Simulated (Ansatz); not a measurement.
**GaN: relaxation of cell and atoms with RPBE+D3(BJ)**

Crystal: GaN.

```
Ga N
1.0
     3.18000    0.00000    0.00000
    -1.59000    2.75396    0.00000
     0.00000    0.00000    5.16600
Ga N
2 2
Direct
  0.66667 0.33333 0.50000
  0.33333 0.66667 0.00000
  0.66667 0.33333 0.87500
  0.33333 0.66667 0.37500
```

```yaml
Program: Ansatz 0.2.0
Task: relaxation of cell and atoms
Functional: RPBE
Dispersion: D3(BJ)
Potentials_or_basis: Ansatz PAW
Cutoff: "420 eV (not typed: the program's choice for these potentials)"
k_mesh: 10 × 10 × 5
Occupations: fermi-dirac, width 0.05 eV
Spin: no spin polarisation
```

```yaml
Relaxed_volume: 10.84 Å³/atom
Relaxed_cell: a = 3.134 Å, b = 3.134 Å, c = 5.096 Å, α = 90.00°, β = 90.00°, γ = 120.00°
Space_group_after_relaxing_to_0.05_Å: P6_3mc (No. 186)
Energy_gained_by_relaxing: 13.1 meV/atom
Ionic_steps: 8
Pressure_after_relaxing: 0.0 GPa
Band_gap_on_the_k_mesh: 2.30 eV
```

Step by step:
```
step  energy change (eV)  largest force (eV/Å)  volume (Å³)
   1              0.0000                0.1528        45.24
   2             -0.0463                0.1029        44.10
   3             -0.0571                0.0237        43.31
   4             -0.0571                0.0096        43.35
   5             -0.0571                0.0016        43.38
   6             -0.0524                0.0016        43.38
   7             -0.0525                0.0001        43.35
   8             -0.0524                0.0001        43.35
```

Final structure:
```
Ga N
1.0
     3.13385    0.00000    0.00000
    -1.56693    2.71400    0.00000
     0.00000    0.00000    5.09632
Ga N
2 2
Direct
  0.66667 0.33333 0.49899
  0.33333 0.66667 0.99899
  0.66667 0.33333 0.87601
  0.33333 0.66667 0.37601
```

It took 30 s on 2 threads of Intel(R) Xeon(R) Processor @ 2.50GHz (Skylake/Cascade Lake), on a shared host, peak memory 0.4 GiB.

Caveat: odd divisions of the mesh miss points on the zone boundary, where band edges often lie, so the gap on the mesh can be too wide; the plane-wave basis is chosen anew once the cell has moved, so the energies of steps on either side of that aren't comparable; the pressure holds a Pulay correction of +0.5 GPa for the finite cutoff; the PAW data sets come from PBE, with cores solved anew for the run's functional, which leaves a small shift of forces and pressure. A k mesh can miss the band edges.
